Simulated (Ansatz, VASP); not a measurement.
Al in VASP and in Ansatz

The input INCAR:

```
  PREC = Accurate
  ENCUT = 520
  EDIFF = 1E-6
  ISMEAR = 0
  SIGMA = 0.1
  LREAL = Auto
  LASPH = True
  NELM = 100
  ALGO = Normal
  ISIF = 2
  LWAVE = False
  LCHARG = False
  GGA = PE
  IVDW = 12
  ISYM = 0
  NBANDS = 42
```

File KPOINTS:

```
regular mesh
0
Gamma
  3 3 3
```

Contents of POSCAR:

```
Al
1.0
    4.2186830273      2.4356577814     -4.8668500000
   -0.0000000001     -4.8713155628     -4.8668500000
   -4.2186830272      2.4356577814     -4.8668500000
Al
18
Direct
    0.9722222222      0.3055555556      0.9722222222
    0.9722222222      0.9722222222      0.3055555556
    0.3055555556      0.3055555556      0.6388888889
    0.6388888889      0.3055555556      0.3055555556
    0.3055555556      0.9722222222      0.9722222222
    0.9722222222      0.6388888889      0.6388888889
    0.3055555556      0.6388888889      0.3055555556
    0.6388888889      0.9722222222      0.6388888889
    0.6388888889      0.6388888889      0.9722222222
    0.0277777778      0.3611111111      0.3611111111
    0.0277777778      0.0277777778      0.6944444444
    0.3611111111      0.3611111111      0.0277777778
    0.6944444444      0.3611111111      0.6944444444
    0.3611111111      0.0277777778      0.3611111111
    0.0277777778      0.6944444444      0.0277777778
    0.3611111111      0.6944444444      0.6944444444
    0.6944444444      0.0277777778      0.0277777778
    0.6944444444      0.6944444444      0.3611111111
```

Input for Ansatz:

```yaml
crystal:
  lattice:
    - [4.2186830273, 2.4356577814, -4.86685]
    - [-1.0e-10, -4.8713155628, -4.86685]
    - [-4.2186830272, 2.4356577814, -4.86685]
  atoms:
    - { symbol: Al, position: [0.9722222222, 0.3055555556, 0.9722222222] }
    - { symbol: Al, position: [0.9722222222, 0.9722222222, 0.3055555556] }
    - { symbol: Al, position: [0.3055555556, 0.3055555556, 0.6388888889] }
    - { symbol: Al, position: [0.6388888889, 0.3055555556, 0.3055555556] }
    - { symbol: Al, position: [0.3055555556, 0.9722222222, 0.9722222222] }
    - { symbol: Al, position: [0.9722222222, 0.6388888889, 0.6388888889] }
    - { symbol: Al, position: [0.3055555556, 0.6388888889, 0.3055555556] }
    - { symbol: Al, position: [0.6388888889, 0.9722222222, 0.6388888889] }
    - { symbol: Al, position: [0.6388888889, 0.6388888889, 0.9722222222] }
    - { symbol: Al, position: [0.0277777778, 0.3611111111, 0.3611111111] }
    - { symbol: Al, position: [0.0277777778, 0.0277777778, 0.6944444444] }
    - { symbol: Al, position: [0.3611111111, 0.3611111111, 0.0277777778] }
    - { symbol: Al, position: [0.6944444444, 0.3611111111, 0.6944444444] }
    - { symbol: Al, position: [0.3611111111, 0.0277777778, 0.3611111111] }
    - { symbol: Al, position: [0.0277777778, 0.6944444444, 0.0277777778] }
    - { symbol: Al, position: [0.3611111111, 0.6944444444, 0.6944444444] }
    - { symbol: Al, position: [0.6944444444, 0.0277777778, 0.0277777778] }
    - { symbol: Al, position: [0.6944444444, 0.6944444444, 0.3611111111] }
  symmetry: { detect: false }
basis:
  ecutwfc: 420
kpoints:
  mp_grid: { grid: [3, 3, 3], shift: [0.0, 0.0, 0.0] }
hamiltonian:
  xc: pbe
  dispersion: d3bj
scf:
  occupations: { method: gaussian, width: 0.1 }
output:
  forces: true
  stress: true
  eigenvalues: true
```

Alike in both runs: task single point; functional PBE; dispersion D3(BJ); k mesh 3 × 3 × 3; occupations gaussian, width 0.1 eV; no spin polarisation.

|  | VASP | Ansatz |
| --- | --- | --- |
| version | VASP 6.6.1 | Ansatz 0.2.0 |
| potentials or method | VASP PAW PBE potentials, release 64 (Al) | scalar-relativistic, plane waves, PAW |
| plane-wave cutoff (eV) | 520 | 420 |
| valence electrons in the cell | 54 | 54 |

Ansatz gave:

```
gap on the k mesh at the Fermi level (eV)       : none
pressure (GPa)                                  : -2.9
largest component of the traceless stress (GPa) : 1.37
rms of the force components (eV/Å)              : 0.004
```

Q: What did VASP give for the same quantities?

A: gap on the k mesh at the Fermi level (eV): none; pressure (GPa): -2.8; largest component of the traceless stress (GPa): 1.36; rms of the force components (eV/Å): 0.004.

Atom by atom the forces differ by 0.000 eV/Å (rms over components). A gap of «none» marks a metal or a gap that the smearing closes.

Caveats: pairwise dispersion overbinds metals, which lowers pressure and volume.
